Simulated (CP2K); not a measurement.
InPd:

```xyz
2
Lattice="3.2719 0.0000 0.0000 0.0000 3.2719 0.0000 0.0000 0.0000 3.2719" Properties=species:S:1:pos:R:3 pbc="T T T"
In    0.0000    0.0000    0.0000
Pd    1.6359    1.6359    1.6359
```

The cell comes from a database or a generator and needn't be the stable form of this composition.

* Program: CP2K 2026.2
* Task: single point
* Functional: PBEsol
* Potentials or basis: POTENTIAL_UZH In GTH-PBE-q13, Pd GTH-PBE-q18; TZVP-MOLOPT-PBE-GTH basis
* Density cutoff: 6803 eV
* k mesh: 8 × 8 × 8
* Occupations: fermi-dirac, width 0.05 eV
* Spin: no spin polarisation

On this cell: pressure -1.3 GPa; largest force zero by symmetry; band gap on the k mesh none (metal or under the smearing width).

The same run follows on a disturbed copy (atoms moved at random, drawn with an rms of 0.05 Å):

```
In Pd
1.0
     3.27188    0.00000    0.00000
     0.00000    3.27188    0.00000
     0.00000    0.00000    3.27188
In Pd
1 1
Cartesian
  -0.0221 0.0011 0.0274
  1.6003 1.6584 1.6093
```

Problem. What does the disturbed cell give?

Solution. The energy (extrapolated to zero smearing) moves by +3.7 meV/atom; pressure -1.1 GPa; largest force 0.247 eV/Å; band gap on the k mesh none (metal or under the smearing width).

Forces in eV/Å, atoms in the order of the input:
```
In  -0.051  0.089 -0.225
Pd   0.056 -0.087  0.220
```

Stress tensor (GPa, compression positive):
```
-1.07 -0.03  0.07
-0.03 -1.08 -0.12
 0.07 -0.12 -1.19
```

Caveats: the potentials were made for another functional, which shifts forces and pressure; the basis of atomic orbitals isn't converged, which shifts pressures, moduli and gaps.
